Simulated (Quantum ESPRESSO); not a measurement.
Crystal: CoO.

```
Co O
1.0
     0.00000    2.13150    2.13150
     2.13150    0.00000    2.13150
     2.13150    2.13150    0.00000
Co O
1 1
Direct
  0.00000 0.00000 0.00000
  0.50000 0.50000 0.50000
```

* Program: Quantum ESPRESSO 7.5
* Task: phonons
* Functional: PBE
* Potentials or basis: GBRV 1.5 PBE
* Cutoff: 762 eV
* Density cutoff: 6095 eV
* k mesh: 8 × 8 × 8, shifted
* Occupations: fermi-dirac, width 0.05 eV
* Spin: collinear spin, ferromagnetic start
* Starting moments: [2.0, 0.0] μB
* Target pressure: 15 GPa
* Mixing beta: 0.3
* Most SCF iterations: 120
* SCF threshold: 4e-10 Ry

The cell and the atoms were relaxed first at 15 GPa, to 8.87 Å³/atom (a = 2.928 Å, b = 2.928 Å, c = 2.928 Å, α = 60.00°, β = 60.00°, γ = 60.00°), and the response was taken there.

Problem. Where do the zone-centre optical modes lie?

Solution. T1u at 237 cm⁻¹ (IR).

Optical modes at Γ, degenerate ones joined:
```csv
cm⁻¹,components,symmetry,active in
237,3,T1u,IR
```

Caveat: the k mesh is coarse; the mesh is thin for the phonons of a metal; the cell is more than 3 GPa from zero pressure, which shifts response properties; a cell with one magnetic atom can't hold antiferromagnetic order, which such compounds often take.
